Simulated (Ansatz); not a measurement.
# In (Im-3m) in Ansatz: settings compared

Aim: see how the results for In move with the level of theory and the settings. Levels: PBE+D4, PBEsol+D3(BJ), PBEsol+D4, RPBE+D3(BJ), RPBE+D4. Tasks: relaxation of cell and atoms.

Program: Ansatz 0.2.0. These are calculated values, not measurements. Logs are shortened: lines on timing, memory, paths and dates and some standing lists are left out, and cuts for length are marked.

## 1. The structure

The structure is cubic, space group Im-3m (No. 229). Conventional cell: a = 3.765 Å, b = 3.765 Å, c = 3.765 Å, α = 90.00°, β = 90.00°, γ = 90.00°. Around In (site symmetry m-3m) lie 8 In at 3.26 Å.

This isn't the form of In at room conditions, which is tetragonal.

## 2. Relaxation of cell and atoms, PBE+D4

The input, input.yaml:

```yaml
crystal:
  lattice:
    - [-1.88252524, 1.88252524, 1.88252524]
    - [1.88252524, -1.88252524, 1.88252524]
    - [1.88252524, 1.88252524, -1.88252524]
  atoms:
    - { symbol: In, position: [0.0, 0.0, 0.0] }
hamiltonian:
  xc: pbe
  pseudopotentials: { kind: paw }
  dispersion: d4
kpoints:
  mp_grid: { grid: [10, 10, 10] }
scf:
  occupations: { method: fermi_dirac, width: 0.05 }
output:
  forces: true
  stress: true
  eigenvalues: true
relax:
  f_tol: 0.01
  max_steps: 40
  cell: { stress_tol: 0.05 }
```

Potentials or basis: Ansatz PAW.

Run with:

```console
$ ansatz run input.yaml --threads 2 --pin off --max-ram 5632MiB --backend cpu --events-out ev --progress --plain --runs-dir out
```

The program printed:

```text
Warning: RAYON_NUM_THREADS=2 ignored (pool sized by the plan → 2); use --threads N
Engine: ansatz 0.2.0, aarch64-unknown-linux-gnu
Pseudopotentials: kind: paw
Pseudopotential: In, paw, valence charge 13, recommended cutoff 420 eV (normal), In.paw.azcp
Functional definition: PBE
  parameter kappa = 0.804
  parameter beta = 0.06672455060314922
  exchange = pbe_x(kappa = kappa, mu = beta*pi^2/3)
  correlation = pbe_c(beta = beta)
Crystal: 1 atoms, lattice volume = 26.686 Å³
Basis set: ecut = 420 eV, 531 PW (Γ), exchange–correlation on 48×48×48 points (8 copies of the dense FFT grid, shifted against one another)
Bands: 11, of which v1, the nominal top of the filled ones, is band 7 counted from 1 (6 counted from 0)
Symmetry: 48 space group operations
Space group: Im-3m (ITA 229), of the structure as read, at distance tolerance 3.0e-5 Å
k-points: 47 of 1000
Non-local potential: In, projectors of the file, l = 0: 2, l = 1: 2, l = 2: 2, l = 3: 2
PAW form: soft (Blöchl's): semilocal exchange-correlation on the pseudo side does not see the compensation charge
PAW one-centre angular grid: In, 590 points (default); XC on 64 Gauss nodes
Initial density: superposition of atomic densities (neutral atoms: chi_scale 0, normalization atom), corrected by the library's trained network
Initial wavefunctions: pseudopotential atomic-orbital guess
Functional: x = pbe(κ = 0.804, μ = 0.2195149727645171), c = pbe(β = 0.06672455060314922)
SCF iter   1: F=—  HF=-5598.188722 eV  |F-HF|=—  |Δ(HF+E_count)|=         —  Δρ=7.65e-4  dr2=9.26e-5  ethr=1.77e-3  ⟨swp⟩=5.8  Hψ=3097  notcnv=0
preconditioner: auto → Kerker (q_TF=auto, 2.420 Å⁻¹)  [metal: Δε(μ)=0.030 eV  Ē_g=19.751 eV  σ=0.050 eV  W_gap=0.15  n_scr=12 (ndim 8)  ℏωp=25.9 eV  f_vac=0.000  D(μ)=0.77/eV (n_scr^D=0)]
SCF iter   2: F=—  HF=-5598.188294 eV  |F-HF|=—  |Δ(HF+E_count)|=   4.29e-4  Δρ=4.14e-4  dr2=4.21e-5  ethr=7.13e-7  ⟨swp⟩=2.1  Hψ=1154  notcnv=0
SCF iter   3: F=—  HF=-5598.188313 eV  |F-HF|=—  |Δ(HF+E_count)|=   1.91e-5  Δρ=3.09e-4  dr2=1.23e-5  ethr=3.24e-7  ⟨swp⟩=2.0  Hψ=805  notcnv=0  defer=2
SCF iter   4: F=—  HF=-5598.188307 eV  |F-HF|=—  |Δ(HF+E_count)|=   6.00e-6  Δρ=1.43e-4  dr2=2.69e-6  ethr=9.46e-8  ⟨swp⟩=2.0  Hψ=749  notcnv=0  defer=2
SCF iter   5: F=—  HF=-5598.188306 eV  |F-HF|=—  |Δ(HF+E_count)|=   3.96e-7  Δρ=1.26e-4  dr2=2.41e-6  ethr=2.07e-8  ⟨swp⟩=2.0  Hψ=805  notcnv=0  defer=1
SCF iter   6: F=—  HF=-5598.188305 eV  |F-HF|=—  |Δ(HF+E_count)|=   1.05e-6  Δρ=7.17e-5  dr2=7.49e-7  ethr=1.85e-8  ⟨swp⟩=2.0  Hψ=737  notcnv=0  defer=1
SCF iter   7: F=-5598.188305 eV  HF=-5598.188305 eV  |F-HF|=1.21e-7  |Δ(HF+E_count)|=   4.25e-7  Δρ=2.61e-5  dr2=9.45e-8  ethr=7.69e-10  ⟨swp⟩=4.2  Hψ=2166  notcnv=0
SCF 1 converged in 7 iterations: F = -5598.188305 eV  dr2 = 9.45e-8
relax step   1: F+E_penalty+E_count = -5598.18830478 eV  Δ(F+E_penalty+E_count) = +0.000e0 eV  max|allowed force component| = 0.000e0 eV/Å  Δτ_max = 0.0000 Å  P = -0.499 GPa  Ω = 26.686 Å³  (7 SCF iters, dr2 threshold 1.00e-7 eV, accepted)
Crystal: 1 atoms, lattice volume = 26.400 Å³
Initial density: handed on by an earlier stage of this run
Initial wavefunctions: those handed on with the density
iter 1 solved again at ethr=9.25e-8 eV; its pass at ethr=3.10e-3 eV (dr2=1.20e-5 eV) is discarded
SCF iter   1: F=—  HF=-5598.188925 eV  |F-HF|=—  |Δ(HF+E_count)|=         —  Δρ=2.21e-4  dr2=1.79e-5  ethr=9.25e-8  ⟨swp⟩=3.0  Hψ=4553  notcnv=0
preconditioner: auto → none  [insulator: Δε(μ)=0.256 eV  Ē_g=19.821 eV  σ=0.050 eV  W_gap=0.51  n_scr=12 (ndim 8)  ℏωp=26.1 eV  f_vac=0.000  D(μ)=0.76/eV (n_scr^D=0)  ε∞_Penn≈2.7]
SCF iter   2: F=—  HF=-5598.188919 eV  |F-HF|=—  |Δ(HF+E_count)|=   5.91e-6  Δρ=1.27e-4  dr2=2.16e-6  ethr=9.25e-8  ⟨swp⟩=2.0  Hψ=804  notcnv=0
SCF iter   3: F=—  HF=-5598.188919 eV  |F-HF|=—  |Δ(HF+E_count)|=   2.29e-9  Δρ=3.81e-5  dr2=2.40e-7  ethr=1.66e-8  ⟨swp⟩=1.0  Hψ=517  notcnv=0
SCF iter   4: F=-5598.188919 eV  HF=-5598.188919 eV  |F-HF|=2.68e-10  |Δ(HF+E_count)|=   2.00e-8  Δρ=1.81e-6  dr2=4.54e-10  ethr=7.69e-10  ⟨swp⟩=5.0  Hψ=2304  notcnv=0
SCF 2 converged in 4 iterations: F = -5598.188919 eV  dr2 = 4.54e-10
relax step   2: F+E_penalty+E_count = -5598.18891912 eV  Δ(F+E_penalty+E_count) = -6.143e-4 eV  max|allowed force component| = 0.000e0 eV/Å  Δτ_max = 0.0000 Å  P = -0.098 GPa  Ω = 26.400 Å³  energy of the carried Pulay correction = +7.801e-5 eV  (4 SCF iters, dr2 threshold 1.00e-7 eV, accepted)
Crystal: 1 atoms, lattice volume = 26.331 Å³
iter 1 solved again at ethr=5.68e-9 eV; its pass at ethr=3.10e-3 eV (dr2=7.39e-7 eV) is discarded
SCF iter   1: F=—  HF=-5598.188959 eV  |F-HF|=—  |Δ(HF+E_count)|=         —  Δρ=5.43e-5  dr2=1.00e-6  ethr=5.68e-9  ⟨swp⟩=3.0  Hψ=4452  notcnv=0
preconditioner: auto → none  [insulator: Δε(μ)=0.258 eV  Ē_g=19.841 eV  σ=0.050 eV  W_gap=0.52  n_scr=12 (ndim 8)  ℏωp=26.1 eV  f_vac=0.000  D(μ)=0.76/eV (n_scr^D=0)  ε∞_Penn≈2.7]
SCF iter   2: F=—  HF=-5598.188959 eV  |F-HF|=—  |Δ(HF+E_count)|=   3.26e-7  Δρ=3.21e-5  dr2=1.38e-7  ethr=5.68e-9  ⟨swp⟩=2.1  Hψ=808  notcnv=0
SCF iter   3: F=-5598.188959 eV  HF=-5598.188959 eV  |F-HF|=4.27e-11  |Δ(HF+E_count)|=  6.28e-10  Δρ=8.28e-6  dr2=1.26e-8  ethr=1.86e-10  ⟨swp⟩=5.0  Hψ=2153  notcnv=0
SCF 3 converged in 3 iterations: F = -5598.188959 eV  dr2 = 1.26e-8
relax step   3: F+E_penalty+E_count = -5598.18895893 eV  Δ(F+E_penalty+E_count) = -3.981e-5 eV  max|allowed force component| = 0.000e0 eV/Å  Δτ_max = 0.0000 Å  P = +0.003 GPa  Ω = 26.331 Å³  energy of the carried Pulay correction = +9.710e-5 eV  (3 SCF iters, dr2 threshold 2.42e-8 eV, accepted)
Initial wavefunctions: pseudopotential atomic-orbital guess (no wavefunctions were taken with the density)
iter 1 solved again at ethr=6.18e-8 eV; its pass at ethr=3.10e-3 eV (dr2=8.03e-6 eV) is discarded
SCF iter   1: F=—  HF=-5598.188858 eV  |F-HF|=—  |Δ(HF+E_count)|=         —  Δρ=3.05e-5  dr2=6.01e-8  ethr=6.18e-8  ⟨swp⟩=3.3  Hψ=4590  notcnv=0
preconditioner: auto → none  [insulator: Δε(μ)=0.258 eV  Ē_g=19.842 eV  σ=0.050 eV  W_gap=0.52  n_scr=12 (ndim 8)  ℏωp=26.1 eV  f_vac=0.000  D(μ)=0.76/eV (n_scr^D=0)  ε∞_Penn≈2.7]
SCF iter   2: F=—  HF=-5598.188857 eV  |F-HF|=—  |Δ(HF+E_count)|=   1.11e-6  Δρ=1.31e-5  dr2=1.18e-8  ethr=4.62e-10  ⟨swp⟩=2.6  Hψ=822  notcnv=0
SCF iter   3: F=—  HF=-5598.188857 eV  |F-HF|=—  |Δ(HF+E_count)|=   2.14e-9  Δρ=2.13e-6  dr2=3.41e-10  ethr=9.09e-11  ⟨swp⟩=2.5  Hψ=720  notcnv=0
SCF iter   4: F=-5598.188857 eV  HF=-5598.188857 eV  |F-HF|=2.00e-11  |Δ(HF+E_count)|=  5.82e-11  Δρ=3.40e-7  dr2=6.47e-12  ethr=1.00e-12  ⟨swp⟩=4.7  Hψ=2281  notcnv=0
SCF 4 converged in 4 iterations: F = -5598.188857 eV  dr2 = 6.47e-12
relax step   4: F+E_penalty+E_count = -5598.18885704 eV  Δ(F+E_penalty+E_count) = +1.019e-4 eV  max|allowed force component| = 0.000e0 eV/Å  Δτ_max = 0.0000 Å  P = +0.003 GPa  Ω = 26.331 Å³  stress off target by 2.60e-3 GPa  SCF on the basis re-selected at this cell (its energy is not comparable with the rows above)  (4 SCF iters)
basis re-selected at this cell: Δ(F+E_penalty+E_count) = +1.019e-4 eV, ΔP = -0.000 GPa vs the last step (what re-selecting the basis moved, of the pressure what is left beyond the Pulay correction that the steps carried, after the strain that the cell walked since its last selection, with what the two solves' SCF thresholds leave and, on support functions, any second-order correction that the steps lacked; it is no measure of the basis error at this ecutwfc). This SCF's stress stands 2.60e-3 GPa from its target on what of the cell is left free (relax.cell.stress_tol is 5.00e-2 GPa) and its largest allowed force component is 0.00e0 eV/Å (relax.f_tol is 1.00e-2 eV/Å): within both
SCF converged after 4 iterations
Free energy (F): -5598.188857 eV
Harris-Foulkes:  -5598.188857 eV  (|F-HF|=2.00e-11)
Internal energy: -5598.183363 eV  (E = F + TS)
E sigma→0 (E₀):  -5598.186110 eV
Entropy (-TS):   -0.005494 eV (-5.494 meV/atom)
Fermi energy:    10.109672 eV
--- Per-component energies (eV) ---
  E_band       = -24.497460
  E_kinetic    = 241.329718
  E_local      = -1078.435629  (includes V_loc(G=0)·N_el)
  E_nonlocal   = 366.033752
  E_hartree    = 422.672985
  E_xc         = -216.095687
  E_vxc        = -100.093808  (∫ρ·V_xc dr)
  E_paw        = -4151.966457  (= ΣΔE_a)
  E_vpaw       = -298.677512  (= ΣTr[D̂ρ^β])
  E_aug_tail   = 0.000026  (compensation charges beyond the density's cutoff)
  E_ewald      = -1181.367009
  E_disp       = -0.355063  (pairwise vdW)
  E_smearing   = -0.005494  (= −TS)
  E_closure    = 0.000000  (closes the sum)
  Σ components = -5598.188857   (vs F -5598.188857, Δ=0.00e0)
--- Forces (eV/Å), atoms counted from 1 ---
  atom   1  In     0.00000000    -0.00000000     0.00000000
  max |Σ_I F_I| component: 1.64e-31 eV/Å
--- Stress (GPa, compression-positive) ---
        0.002596       0.000000       0.000000
        0.000000       0.002596       0.000000
        0.000000      -0.000000       0.002596
  P = ⅓ Tr σ = 0.0026 GPa (0.026 kbar)
--- Band table (eV; the first three rows and the last of 47) ---
  k-point 0: bands = ["-4.5081", "-4.5081", "-4.5081", "-4.2346", "-4.2346", "0.6749", "21.2192", "21.2192", "21.2192", "23.1429", "23.1429"]
  k-point 1: bands = ["-4.5186", "-4.4986", "-4.4676", "-4.2457", "-4.2350", "0.9058", "19.1018", "20.2228", "20.6673", "22.1303", "22.4333"]
  k-point 2: bands = ["-4.5463", "-4.4854", "-4.3597", "-4.2672", "-4.2358", "1.6070", "15.5979", "18.6163", "19.4733", "21.3144", "21.4929"]
  k-point 46: bands = ["-4.6142", "-4.6142", "-4.1060", "-4.1060", "-4.1060", "11.1633", "11.4353", "11.4353", "11.4353", "15.4353", "15.4353"]
--- Relaxed structure (3 steps of the walk, 3 accepted, 1 SCFs on fresh bases) ---
  F+E_penalty+E_count = -5598.18885704 eV   max|allowed force component| = 0.000e0 eV/Å   (the final SCF, on the basis selected at the relaxed cell)
  cell:  # Å, volume = 26.3312 Å³
    - [-1.874146733493824, 1.874146733493824, 1.874146733493824]
    - [1.874146733493824, -1.874146733493824, 1.874146733493824]
    - [1.874146733493824, 1.874146733493824, -1.874146733493824]
  atoms:
    - { symbol: In, position: [0.0, 0.0, 0.0] }
```

Run time: 2.8 s. Hardware: 2 threads of Arm Neoverse V1, shared host; peak memory 0.28 GiB.

What came out:

- Free energy: -5598.1889 eV
- Relaxed volume: 26.33 Å³/atom
- Relaxed cell: a = 3.246 Å, b = 3.246 Å, c = 3.246 Å, α = 109.47°, β = 109.47°, γ = 109.47°
- Space group after relaxing (to 0.05 Å): Im-3m (No. 229)
- Energy gained by relaxing: 0.6 meV/atom
- Ionic steps: 4
- Pressure after relaxing: 0.0 GPa
- Band gap on the k mesh: none (metal or under the smearing width)

Step by step:
| step | energy change (eV) | largest force (eV/Å) | volume (Å³) |
| --- | --- | --- | --- |
| 1 | 0.0000 | 0.0000 | 26.69 |
| 2 | -0.0006 | 0.0000 | 26.40 |
| 3 | -0.0007 | 0.0000 | 26.33 |
| 4 | -0.0006 | 0.0000 | 26.33 |

Final structure:
```cif
data_structure
_symmetry_space_group_name_H-M 'P 1'
_symmetry_Int_Tables_number 1
_cell_length_a 3.2461
_cell_length_b 3.2461
_cell_length_c 3.2461
_cell_angle_alpha 109.471
_cell_angle_beta 109.471
_cell_angle_gamma 109.471
_cell_volume 26.33
loop_
_atom_site_label
_atom_site_type_symbol
_atom_site_fract_x
_atom_site_fract_y
_atom_site_fract_z
_atom_site_occupancy
In1 In 0.00000 0.00000 0.00000 1
```

Caveat: the plane-wave basis is chosen anew once the cell has moved, so the energies of steps on either side of that aren't comparable; pairwise dispersion overbinds metals, which lowers pressure and volume.

## 3. Relaxation of cell and atoms, PBEsol+D3(BJ)

Changes to input.yaml since step 2:

```diff
@@ -8,5 +8,5 @@
 hamiltonian:
-  xc: pbe
+  xc: pbesol
   pseudopotentials: { kind: paw }
-  dispersion: d4
+  dispersion: d3bj
 kpoints:
```

Potentials or basis: Ansatz PAW.

Run with:

```console
$ ansatz run input.yaml --threads 2 --pin off --max-ram 5632MiB --backend cpu --events-out ev --progress --plain --runs-dir out
```

The program printed:

```text
Warning: RAYON_NUM_THREADS=2 ignored (pool sized by the plan → 2); use --threads N
[... 3 set-up lines as earlier in the session ...]
Functional definition: PBEsol
  exchange = pbesol_x
  correlation = pbesol_c
Crystal: 1 atoms, lattice volume = 26.686 Å³
Basis set: ecut = 420 eV, 531 PW (Γ), exchange–correlation on 48×48×48 points (8 copies of the dense FFT grid, shifted against one another)
Bands: 11, of which v1, the nominal top of the filled ones, is band 7 counted from 1 (6 counted from 0)
[... 2 set-up lines as earlier in the session ...]
k-points: 47 of 1000
[... 2 set-up lines as earlier in the session ...]
PAW frozen core: In, regenerated for the run's functional, and the local potential with it (the file was generated under x = pbe(κ = 0.804, μ = 0.2195149727645171), c = pbe(β = 0.06672455060314922))
[... 3 set-up lines as earlier in the session ...]
Functional: x = pbesol(κ = 0.804, μ = 0.12345679012345678), c = pbesol(β = 0.046)
SCF iter   1: F=—  HF=-5525.750406 eV  |F-HF|=—  |Δ(HF+E_count)|=         —  Δρ=3.17e-3  dr2=2.41e-3  ethr=1.77e-3  ⟨swp⟩=5.7  Hψ=3094  notcnv=0
preconditioner: auto → Kerker (q_TF=auto, 2.420 Å⁻¹)  [metal: Δε(μ)=0.034 eV  Ē_g=19.616 eV  σ=0.050 eV  W_gap=0.17  n_scr=12 (ndim 8)  ℏωp=25.9 eV  f_vac=0.000  D(μ)=0.77/eV (n_scr^D=0)]
SCF iter   2: F=—  HF=-5525.748721 eV  |F-HF|=—  |Δ(HF+E_count)|=   1.69e-3  Δρ=1.28e-3  dr2=4.80e-4  ethr=1.85e-5  ⟨swp⟩=1.6  Hψ=994  notcnv=0
SCF iter   3: F=—  HF=-5525.748518 eV  |F-HF|=—  |Δ(HF+E_count)|=   2.03e-4  Δρ=3.33e-4  dr2=1.77e-5  ethr=3.69e-6  ⟨swp⟩=2.2  Hψ=769  notcnv=0  defer=2
SCF iter   4: F=—  HF=-5525.748524 eV  |F-HF|=—  |Δ(HF+E_count)|=   5.99e-6  Δρ=2.06e-4  dr2=9.56e-6  ethr=1.36e-7  ⟨swp⟩=2.0  Hψ=781  notcnv=0  defer=2
iter 5 did not close the SCF: its close was put off for the readings that it lacked (scf_convergence_deferred on its scf_iter line)
SCF iter   5: F=-5525.748519 eV  HF=-5525.748519 eV  |F-HF|=6.00e-10  |Δ(HF+E_count)|=   5.11e-6  Δρ=1.82e-5  dr2=6.53e-8  ethr=7.35e-8  ⟨swp⟩=2.0  Hψ=791  notcnv=0  defer=2
SCF iter   6: F=-5525.748519 eV  HF=-5525.748519 eV  |F-HF|=7.51e-10  |Δ(HF+E_count)|=   3.52e-9  Δρ=3.92e-6  dr2=2.68e-9  ethr=5.02e-10  ⟨swp⟩=4.7  Hψ=2350  notcnv=0
SCF 1 converged in 6 iterations: F = -5525.748519 eV  dr2 = 2.68e-9
[... 43 lines left out ...]
basis re-selected at this cell: Δ(F+E_penalty+E_count) = +5.184e-4 eV, ΔP = -0.011 GPa vs the last step (what re-selecting the basis moved, of the pressure what is left beyond the Pulay correction that the steps carried, after the strain that the cell walked since its last selection, with what the two solves' SCF thresholds leave and, on support functions, any second-order correction that the steps lacked; it is no measure of the basis error at this ecutwfc). This SCF's stress stands 7.13e-3 GPa from its target on what of the cell is left free (relax.cell.stress_tol is 5.00e-2 GPa) and its largest allowed force component is 0.00e0 eV/Å (relax.f_tol is 1.00e-2 eV/Å): within both
SCF converged after 5 iterations
Free energy (F): -5525.775929 eV
Harris-Foulkes:  -5525.775929 eV  (|F-HF|=1.82e-12)
Internal energy: -5525.771886 eV  (E = F + TS)
E sigma→0 (E₀):  -5525.773908 eV
Entropy (-TS):   -0.004043 eV (-4.043 meV/atom)
Fermi energy:    11.015551 eV
--- Per-component energies (eV) ---
  E_band       = -13.048901
  E_kinetic    = 242.459178
  E_local      = -1033.316513  (includes V_loc(G=0)·N_el)
  E_nonlocal   = 367.393856
  E_hartree    = 405.020245
  E_xc         = -214.586712
  E_vxc        = -101.121745  (∫ρ·V_xc dr)
  E_paw        = -4081.346553  (= ΣΔE_a)
  E_vpaw       = -298.504197  (= ΣTr[D̂ρ^β])
  E_aug_tail   = 0.000025  (compensation charges beyond the density's cutoff)
  E_ewald      = -1211.246237
  E_disp       = -0.385077  (pairwise vdW)
  E_core_change = 0.235902  (= ΣΔE_core)
  E_smearing   = -0.004043  (= −TS)
  E_closure    = -0.000000  (closes the sum)
  Σ components = -5525.775929   (vs F -5525.775929, Δ=0.00e0)
--- Forces (eV/Å), atoms counted from 1 ---
  atom   1  In     0.00000000    -0.00000000     0.00000000
  max |Σ_I F_I| component: 7.60e-32 eV/Å
--- Stress (GPa, compression-positive) ---
       -0.007131      -0.000000       0.000000
       -0.000000      -0.007131       0.000000
        0.000000       0.000000      -0.007131
  P = ⅓ Tr σ = -0.0071 GPa (-0.071 kbar)
--- Band table (eV; the first three rows and the last of 47) ---
  k-point 0: bands = ["-3.6118", "-3.6118", "-3.6118", "-3.2776", "-3.2776", "1.0341", "22.9568", "22.9568", "22.9568", "24.2718", "24.2718"]
  k-point 1: bands = ["-3.6252", "-3.6011", "-3.5626", "-3.2916", "-3.2780", "1.2793", "20.5945", "21.8454", "22.2464", "23.4405", "23.6646"]
  k-point 2: bands = ["-3.6601", "-3.5889", "-3.4313", "-3.3183", "-3.2785", "2.0261", "16.8573", "20.0919", "20.8459", "22.7190", "22.7850"]
  k-point 46: bands = ["-3.7566", "-3.7566", "-3.1201", "-3.1201", "-3.1201", "12.3243", "12.3243", "12.3243", "12.6039", "16.4958", "16.4958"]
--- Relaxed structure (4 steps of the walk, 4 accepted, 1 SCFs on fresh bases) ---
  F+E_penalty+E_count = -5525.77592892 eV   max|allowed force component| = 0.000e0 eV/Å   (the final SCF, on the basis selected at the relaxed cell)
  cell:  # Å, volume = 24.4303 Å³
    - [-1.8279149624845925, 1.8279149624845925, 1.8279149624845925]
    - [1.8279149624845925, -1.8279149624845925, 1.8279149624845925]
    - [1.8279149624845925, 1.8279149624845925, -1.8279149624845925]
  atoms:
    - { symbol: In, position: [0.0, 0.0, 0.0] }
```

Wall time 3.3 s (2 threads of Arm Neoverse V1, shared host); peak memory 0.29 GiB.

Results:

- Free energy: -5525.7759 eV
- Relaxed volume: 24.43 Å³/atom
- Relaxed cell: a = 3.166 Å, b = 3.166 Å, c = 3.166 Å, α = 109.47°, β = 109.47°, γ = 109.47°
- Space group after relaxing (to 0.05 Å): Im-3m (No. 229)
- Energy gained by relaxing: 27.4 meV/atom
- Ionic steps: 5
- Pressure after relaxing: 0.0 GPa
- Band gap on the k mesh: none (metal or under the smearing width)

Step by step:
| step | energy change (eV) | largest force (eV/Å) | volume (Å³) |
| --- | --- | --- | --- |
| 1 | 0.0000 | 0.0000 | 26.69 |
| 2 | -0.0274 | 0.0000 | 24.71 |
| 3 | -0.0279 | 0.0000 | 24.37 |
| 4 | -0.0279 | 0.0000 | 24.43 |
| 5 | -0.0274 | 0.0000 | 24.43 |

Final structure:
```
In
1.0
    -1.82791    1.82791    1.82791
     1.82791   -1.82791    1.82791
     1.82791    1.82791   -1.82791
In
1
Direct
  0.00000 0.00000 0.00000
```

Caveat: the plane-wave basis is chosen anew once the cell has moved, so the energies of steps on either side of that aren't comparable; pairwise dispersion overbinds metals, which lowers pressure and volume; the PAW data sets come from PBE, with cores solved anew for the run's functional, which leaves a small shift of forces and pressure.

(Continued in part 2 of 2.)
